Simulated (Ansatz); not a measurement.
Structure types of TiC were relaxed at one common pressure (all-electron LAPW in Ansatz 0.2.0 under PBE, scalar-relativistic, no spin polarisation, zero temperature). They take these volumes:

| type | space group | V (Å³/atom) |
| --- | --- | --- |
| rocksalt | Fm-3m | 7.12 |
| CsCl | Pm-3m | 6.77 |
| WC | P-6m2 | 7.23 |
| NiAs | P6_3/mmc | 7.37 |

Problem. At about which pressure, and is the densest type also the lowest in enthalpy?

Solution. 180 GPa. The densest is CsCl, and it is 811 meV/atom above rocksalt: its gain in pV doesn't pay for its higher energy here.
